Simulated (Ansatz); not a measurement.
**Random displacements in BN**

The calculation used Ansatz 0.2.0, DFT PBE, scalar-relativistic, plane waves, PAW. Cutoff 420 eV, Γ-centred 12×12×6 k-points, Gaussian smearing of 0.05 eV. No spin polarisation. Energies are free energies at this smearing, counted from the undisturbed cell; pressure is positive in compression.

Zero of the scan (relaxed at this level; this wurtzite form isn't the usual structure):

```xyz
4
Lattice="2.5546 0.0000 0.0000 -1.2773 2.2123 0.0000 0.0000 0.0000 4.2245" Properties=species:S:1:pos:R:3 pbc="T T T"
B     1.2773    0.7374    4.2237
B     0.0000    1.4749    2.1114
N     1.2773    0.7374    2.6411
N     0.0000    1.4749    0.5289
```

The atoms are displaced (Å, in the unstrained cell):

```
atom ux uy uz
  B1   0.032   0.064  -0.043
  B2  -0.038   0.007   0.071
  N3  -0.018  -0.020   0.016
  N4   0.023  -0.050  -0.044
```

Strain (Voigt, engineering shear): (0.0524, -0.0692, -0.0138, -0.0316, -0.0718, 0.0330).

What are the energy change, the stress and the forces?

ΔE = 264.1 meV/atom; stress (xx, yy, zz, yz, xz, xy; compression positive) (-29.88, 71.48, 23.59, 15.85, 26.63, -16.36) GPa; gap on the mesh 3.55 eV.
| atom | Fx (eV/Å) | Fy | Fz |
| --- | --- | --- | --- |
| B1 | -0.55 | -2.21 | 2.07 |
| B2 | 0.61 | -2.35 | -3.17 |
| N3 | -0.04 | 2.71 | -0.35 |
| N4 | -0.02 | 1.84 | 1.44 |

Cost: 1 run of about 0.22 core-minutes, on Arm Neoverse V1 (shared hosts).